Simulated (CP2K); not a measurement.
Runs of CP2K 2026.2 on Pd. Symmetry: Fm-3m, No. 225, cubic system. Conventional cell: a = 3.893 Å, b = 3.893 Å, c = 3.893 Å, α = 90.00°, β = 90.00°, γ = 90.00°. Pd (site symmetry m-3m) is surrounded by 12 Pd at 2.75 Å. 

```tsv
level	cutoff of the non-local correlation (Ry)	gap on the mesh (eV)	pressure (GPa)
optB88-vdW	300	none	(a)
SCAN	-	none	1.0
LDA	-	none	-6.9
WC	-	none	0.5
PBE	-	none	9.0
PBEsol	-	none	-1.0
revPBE	-	none	(b)
```

Alike in all rows: task atomic charges; potentials or basis POTENTIAL_UZH Pd GTH-PBE-q18; TZVP-MOLOPT-PBE-GTH basis; no spin polarisation; cell as given; k mesh 12 × 12 × 12; smearing fermi-dirac 0.05 eV.

**Question.** Fill in the values left out.

**Answer.** (a) 8.8; (b) 12.4.

Caveats: the basis of atomic orbitals isn't converged, which shifts pressures, moduli and gaps; the potentials were made for another functional, which shifts forces and pressure (some runs).

A k mesh can miss the band edges, and the runs leave out spin-orbit coupling on Pd.

A gap of «none» marks a metal or a gap under the smearing width.
